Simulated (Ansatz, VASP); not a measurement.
## TiN in VASP and in Ansatz

```
CELL_PARAMETERS angstrom
0.00000 2.12200 2.12200
2.12200 0.00000 2.12200
2.12200 2.12200 0.00000
ATOMIC_POSITIONS crystal
Ti 0.00000 0.00000 0.00000
N 0.50000 0.50000 0.50000
```

Alike in both runs: task electric field gradients; functional PBE; k mesh 6 × 6 × 6; occupations fermi-dirac, width 0.05 eV; no spin polarisation.

```csv
,VASP,Ansatz
version,VASP 6.6.1,Ansatz 0.2.0
potentials or method,"VASP PAW PBE potentials, release 64 (Ti_sv, N)","PAW with Ansatz's default frozen-core files, scalar-relativistic"
plane-wave cutoff (eV),520,420
valence electrons in the cell,17,17
```

```tsv
	VASP	Ansatz	Ansatz less VASP
pressure (GPa)	0.9	0.4	-0.47
Vzz of the field gradient on the site that differs most (V/Å²)	0.0	0.0	0.00
```

Caveats: the k mesh is coarse (spacing up to 0.43 Å⁻¹), so the values aren't converged.
